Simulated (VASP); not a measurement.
# TePb (Fm-3m) in VASP: notebook

The runs below take TePb through single point, relaxation of cell and atoms, with PBE, LDA, r2SCAN, PBEsol.

Program: VASP 6.6.1. These are calculated values, not measurements. Logs are shortened: lines on timing, memory, paths and dates and some standing lists are left out, and cuts for length are marked.

**What was measured.**

A printed reference work, monograph reports, for a bulk crystal of TePb at 4.2 K: band gap 0.19 eV (direct).

How close the calculation comes is told below.

## (1) The cell of the first run

Symmetry: Fm-3m, No. 225, cubic system. The conventional cell has a = 6.536 Å, b = 6.536 Å, c = 6.536 Å, α = 90.00°, β = 90.00°, γ = 90.00°. Within 4.3 Å of Te (site symmetry m-3m) lie 6 Pb at 3.27 Å. Pb (site symmetry m-3m) has 6 Te at 3.27 Å within 4.3 Å.

## (2) Single point, PBE

INCAR

```
SYSTEM = TePb
ALGO = Normal
EDIFF = 1E-6
ENCUT = 520
GGA = PE
ISIF = 2
ISMEAR = -1
LASPH = .TRUE.
LCHARG = .TRUE.
LELF = .TRUE.
LREAL = .FALSE.
LVHAR = .TRUE.
LWAVE = .FALSE.
NBANDS = 17
NELM = 100
PREC = Accurate
SIGMA = 0.02
```

KPOINTS

```
k-points
0
G
  8 8 8
  0 0 0
```

POSCAR

```
TePb
1.0
    0.0000000000      3.2678555438      3.2678555438
    3.2678555438      0.0000000000      3.2678555438
    3.2678555438      3.2678555438      0.0000000000
Te Pb
1 1
Direct
    0.5000000000      0.5000000000      0.5000000000
    0.0000000000      0.0000000000      0.0000000000
```

Potentials or basis: VASP PAW PBE potentials, release 64 (Te, Pb_d).

On the command line:

```bash
$ cat potpaw_PBE.64/Te/POTCAR potpaw_PBE.64/Pb_d/POTCAR > POTCAR
$ mpirun -np 1 vasp_std > vasp.out
```

OUTCAR:

```text
SYSTEM = TePb
   EDIFF = 1E-6
   ENCUT = 520
   GGA = PE
   ISIF = 2
   ISMEAR = -1
   LASPH = .TRUE.
   LREAL = .FALSE.
   NELM = 100
   PREC = Accurate

 ion  position               nearest neighbor table
   1  0.500  0.500  0.500-   2 3.27   2 3.27   2 3.27   2 3.27   2 3.27   2 3.27
   2  0.000  0.000  0.000-   1 3.27   1 3.27   1 3.27   1 3.27   1 3.27   1 3.27

  LATTYP: Found a face centered cubic cell.
 ALAT       =     6.5357110876

  Lattice vectors:

 A1 = (   0.0000000000,   3.2678555438,   3.2678555438)
 A2 = (   3.2678555438,   0.0000000000,   3.2678555438)
 A3 = (   3.2678555438,   3.2678555438,   0.0000000000)

Analysis of symmetry for initial positions (statically):
=====================================================================
 Subroutine PRICEL returns:
 Original cell was already a primitive cell.

 Routine SETGRP: Setting up the symmetry group for a
 face centered cubic supercell.

 Subroutine GETGRP returns: Found 48 space group operations
 (whereof 48 operations were pure point group operations)
 out of a pool of 48 trial point group operations.

The static configuration has the point symmetry O_h .

Analysis of symmetry for dynamics (positions and initial velocities):
=====================================================================
 Subroutine PRICEL returns:
 Original cell was already a primitive cell.

 Routine SETGRP: Setting up the symmetry group for a
 face centered cubic supercell.

 Subroutine GETGRP returns: Found 48 space group operations
 (whereof 48 operations were pure point group operations)
 out of a pool of 48 trial point group operations.

The dynamic configuration has the point symmetry O_h .

 Subroutine INISYM returns: Found 48 space group operations
 (whereof 48 operations are pure point group operations),
 and found     1 'primitive' translations

----------------------------------------------------------------------------------------

                                     Primitive cell

  volume of cell :      69.7941

  direct lattice vectors                    reciprocal lattice vectors
     0.000000000  3.267855544  3.267855544    -0.153005539  0.153005539  0.153005539
     3.267855544  0.000000000  3.267855544     0.153005539 -0.153005539  0.153005539
     3.267855544  3.267855544  0.000000000     0.153005539  0.153005539 -0.153005539

  length of vectors
     4.621445630  4.621445630  4.621445630     0.265013368  0.265013368  0.265013368

  position of ions in fractional coordinates (direct lattice)
     0.500000000  0.500000000  0.500000000
     0.000000000  0.000000000  0.000000000

  ion indices of the primitive-cell ions
   primitive index   ion index
                 1           1
                 2           2

----------------------------------------------------------------------------------------

 KPOINTS: k-points

Automatic generation of k-mesh.
 Grid dimensions read from file:
 generate k-points for:    8    8    8

 Generating k-lattice:

  Cartesian coordinates                     Fractional coordinates (reciprocal lattice)
    -0.019125692  0.019125692  0.019125692     0.125000000  0.000000000  0.000000000
     0.019125692 -0.019125692  0.019125692     0.000000000  0.125000000  0.000000000
     0.019125692  0.019125692 -0.019125692     0.000000000  0.000000000  0.125000000

  Length of vectors
     0.033126671  0.033126671  0.033126671

  Shift w.r.t. Gamma in fractional coordinates (k-lattice)
     0.000000000  0.000000000  0.000000000

 Subroutine IBZKPT returns following result:
 ===========================================

 Found     29 irreducible k-points:

 Following reciprocal coordinates:
            Coordinates               Weight
  0.000000  0.000000  0.000000      1.000000
  0.125000  0.000000  0.000000      8.000000
  0.250000  0.000000  0.000000      8.000000
  0.375000  0.000000  0.000000      8.000000
  0.500000  0.000000  0.000000      4.000000
  0.125000  0.125000  0.000000      6.000000
[... 16 lines left out ...]
  0.500000  0.250000  0.125000     48.000000
 -0.375000  0.250000  0.125000     24.000000
 [... further k-points ...]
   k-points           NKPTS =     29   k-points in BZ     NKDIM =     29   number of bands    NBANDS=     17
   number of dos      NEDOS =    301   number of ions     NIONS =      2
   total plane-waves  NPLWV =  46656
   dimension x,y,z NGX =    36 NGY =   36 NGZ =   36
   dimension x,y,z NGXF=    72 NGYF=   72 NGZF=   72
   ions per type =               1   1
   NGX,Y,Z   is equivalent  to a cutoff of  12.95, 12.95, 12.95 a.u.
   NGXF,Y,Z  is equivalent  to a cutoff of  25.90, 25.90, 25.90 a.u.
 SYSTEM =  TePb
   PREC   = accura    normal or accurate (medium, high low for compatibility)
   ISTART =      0    job   : 0-new  1-cont  2-samecut
   ICHARG =      2    charge: 1-file 2-atom 10-const
   ISPIN  =      1    spin polarized calculation?
   LNONCOLLINEAR =      F non collinear calculations
   LSORBIT =      F    spin-orbit coupling
   LASPH  =      T    aspherical Exc in radial PAW
   ENCUT  =  520.0 eV  38.22 Ry    6.18 a.u.   8.59  8.59  8.59*2*pi/ulx,y,z
   NELM   =    100;   NELMIN=  2; NELMDL= -5     # of ELM steps
   EDIFF  = 0.1E-05   stopping-criterion for ELM
   LREAL  =      F    real-space projection
   EDIFFG = 0.1E-04   stopping-criterion for IOM
   NSW    =      0    number of steps for IOM
   IBRION =     -1    ionic relax: 0-MD 1-quasi-New 2-CG
   NFREE  =      0    steps in history (QN), initial steepest desc. (CG)
   ISIF   =      2    stress and relaxation
   ISYM   =      2    0-nonsym 1-usesym 2-fastsym
   POTIM  = 0.5000    time-step for ionic-motion
   TEBEG  =    0.0;   TEEND  =   0.0 temperature during run
   PSTRESS=    0.0 pullay stress
   NELECT =      20.0000    total number of electrons
   NUPDOWN=      -1.0000    fix difference up-down
   EMIN   =  10.00;   EMAX   =-10.00  energy-range for DOS
   EFERMI =   0.00;   METHOD = LEGACY
   ISMEAR =    -1;   SIGMA  =   0.02  broadening in eV -4-tet -1-fermi 0-gaus
   EFERMI_NEDOS =   21; number of points for ismear=-14 and -15
   IALGO  =     38    algorithm
   IMIX   =      4    mixing-type and parameters
     AMIX     =   0.40;   BMIX     =  1.00
     AMIX_MAG =   1.60;   BMIX_MAG =  1.00
  volume/ion in A,a.u.               =      34.90       235.50
  Fermi-wavevector in a.u.,A,eV,Ry     =   1.079308  2.039596 15.849499  1.164905
  Thomas-Fermi vector in A             =   2.215269
   LORBIT       =      0    0 simple, 1 ext, 2 COOP (PROOUT), +10 PAW based schemes
   GGA     = PE    functional components
   LHFCALC =     F    Hartree Fock is set to
   AEXX    =    0.0000 exact exchange contribution
   IVDW    =     0    specifies the selected vdW correction
   LEPSILON=     F    determine dielectric tensor
   LRPA    =     F    only Hartree local field effects (RPA)
 non-spin polarized calculation
  energy-cutoff  :      520.00
  volume of cell :       69.79
 maximum number of plane-waves:      1895
 NGX is ok and might be reduce to    36
   NGX = 17   NGY = 17   NGZ = 17

 number of electron      20.0000002 magnetization

 Free energy of the ion-electron system (eV)
  ---------------------------------------------------
  ext. energy  EPLUGINS =         0.00000000
  ---------------------------------------------------
  free energy    TOTEN  =        -7.52093459 eV

  energy without entropy =       -7.52093459  energy(sigma->0) =       -7.52093459

 E-fermi :   5.5712     XC(G=0):  -9.1478

 val. band max:        5.1865913684   @ k =   0.5000   0.0000   0.0000
 cond. band min:       5.9906671542   @ k =   0.5000   0.0000   0.0000
 fundamental gap:      0.8040757858
 Fermi energy:         5.5712066285

 k-point     1 :       0.0000    0.0000    0.0000
  band No.  band energies     occupation
      1     -11.4773      2.00000
      2     -11.4773      2.00000
      3     -11.4706      2.00000
      4     -11.4706      2.00000
      5     -11.4706      2.00000
      6      -6.5498      2.00000
[... 9 lines left out ...]
     16      11.0660      0.00000
     17      12.6647      0.00000

 k-point     2 :       0.1250    0.0000    0.0000
  band No.  band energies     occupation
      1     -11.4788      2.00000
      2     -11.4788      2.00000
      3     -11.4702      2.00000
      4     -11.4687      2.00000
      5     -11.4687      2.00000
      6      -6.4223      2.00000
[... 9 lines left out ...]
     16      11.3508      0.00000
     17      13.5733      0.00000

 k-point     3 :       0.2500    0.0000    0.0000
  band No.  band energies     occupation
      1     -11.4833      2.00000
      2     -11.4833      2.00000
      3     -11.4693      2.00000
      4     -11.4633      2.00000
      5     -11.4633      2.00000
      6      -6.0567      2.00000
[... 9 lines left out ...]
     16      12.1299      0.00000
     17      15.3435      0.00000

 k-point     4 :       0.3750    0.0000    0.0000
  band No.  band energies     occupation
      1     -11.4880      2.00000
      2     -11.4880      2.00000
      3     -11.4686      2.00000
      4     -11.4577      2.00000
      5     -11.4577      2.00000
      6      -5.5354      2.00000
[... 9 lines left out ...]
     16      13.3243      0.00000
     17      15.7591      0.00000
[... 343 lines left out ...]
      1     -11.4954      2.00000
      2     -11.4782      2.00000
      3     -11.4715      2.00000
      4     -11.4600      2.00000
      5     -11.4587      2.00000
      6      -5.7579      2.00000
[... 9 lines left out ...]
     16      13.7984      0.00000
     17      14.1736      0.00000

 k-point    23 :       0.5000    0.2500    0.1250
  band No.  band energies     occupation
      1     -11.4999      2.00000
      2     -11.4818      2.00000
      3     -11.4682      2.00000
      4     -11.4586      2.00000
      5     -11.4552      2.00000
      6      -5.2995      2.00000
[... 9 lines left out ...]
     16      14.1025      0.00000
     17      15.1562      0.00000

 k-point    24 :      -0.3750    0.2500    0.1250
  band No.  band energies     occupation
      1     -11.5013      2.00000
      2     -11.4837      2.00000
      3     -11.4650      2.00000
      4     -11.4602      2.00000
      5     -11.4533      2.00000
      6      -5.0312      2.00000
[... 9 lines left out ...]
     16      14.9774      0.00000
     17      15.2652      0.00000

 [... further k-points ...]
[... 5 lines left out ...]
  --------------------------------------------------------------------------------------
  -------------------------------------------------------------------------------------
  Total        0.2431382      0.2431382      0.2431382      0.0000000      0.0000000      0.0000000
  in kB        5.5814263      5.5814263      5.5814263      0.0000000      0.0000000      0.0000000
  external PRESSURE =       5.5814263 kB  Pullay stress =       0.0000000 kB

 VOLUME and BASIS-vectors are now :
 -----------------------------------------------------------------------------
  energy-cutoff  :      520.00
  volume of cell :       69.79
      direct lattice vectors                 reciprocal lattice vectors
     0.000000000  3.267855544  3.267855544    -0.153005539  0.153005539  0.153005539
     3.267855544  0.000000000  3.267855544     0.153005539 -0.153005539  0.153005539
     3.267855544  3.267855544  0.000000000     0.153005539  0.153005539 -0.153005539

 POSITION                                       TOTAL-FORCE (eV/Angst)
 -----------------------------------------------------------------------------------
      3.26786      3.26786      3.26786         0.000000     -0.000000      0.000000
      0.00000      0.00000      0.00000        -0.000000      0.000000     -0.000000
 -----------------------------------------------------------------------------------
    total drift:                               -0.000000      0.000000      0.000000

  FREE ENERGIE OF THE ION-ELECTRON SYSTEM (eV)
  ---------------------------------------------------
  free  energy   TOTEN  =        -7.5209345859 eV

  energy  without entropy=       -7.5209345858  energy(sigma->0) =       -7.52093459
```

It took 32 s on 1 thread of Intel Xeon Platinum 8259CL at 2.50GHz (Skylake/Cascade Lake), shared host; peak memory 0.21 GiB.

What came out:

* Free energy: -7.5209 eV
* Pressure: 0.6 GPa
* Band gap on the k mesh: 0.80 eV, direct

Caveat: spin-orbit coupling is left out, which moves the levels of the heavy elements.

## (3) Single point, LDA

INCAR

```
ALGO = Normal
EDIFF = 1E-7
ENCUT = 520
ISIF = 2
ISMEAR = 0
LASPH = True
LCHARG = True
LELF = True
LREAL = False
LVHAR = True
LWAVE = False
NBANDS = 17
NELM = 80
PREC = Accurate
SIGMA = 0.01
```

KPOINTS

```
k-points
0
Gamma
  8 8 8
```

POSCAR is that of step 2.

Potentials or basis: VASP PAW LDA potentials, release 64 (Te, Pb_d).

On the command line:

```bash
$ cat potpaw_LDA.64/Te/POTCAR potpaw_LDA.64/Pb_d/POTCAR > POTCAR
$ mpirun -np 1 vasp_std > vasp.out
```

Wall time 28 s (1 thread of Intel Xeon Platinum 8259CL at 2.50GHz (Skylake/Cascade Lake), shared host); peak memory 0.19 GiB.

It converged, with:

| Item | Value |
| --- | --- |
| Free energy | -8.7295 eV |
| Pressure | -2.9 GPa |
| Band gap on the k mesh | 0.70 eV, direct |

Levels at points of the mesh, in eV from the valence-band top:
```csv
k point,band 8,band 9,band 10,band 11,band 12,band 13
"(0.00, 0.00, 0.00)",-1.21,-1.21,-1.21,3.96,3.96,3.96
"(0.50, 0.00, 0.00)",-0.76,-0.76,0.00,0.70,1.29,1.29
"(0.50, 0.50, 0.00)",-4.25,-2.61,-2.61,3.40,5.27,5.27
```

Caveat: spin-orbit coupling is left out, which moves the levels of the heavy elements.

(Continued in part 2 of 3.)
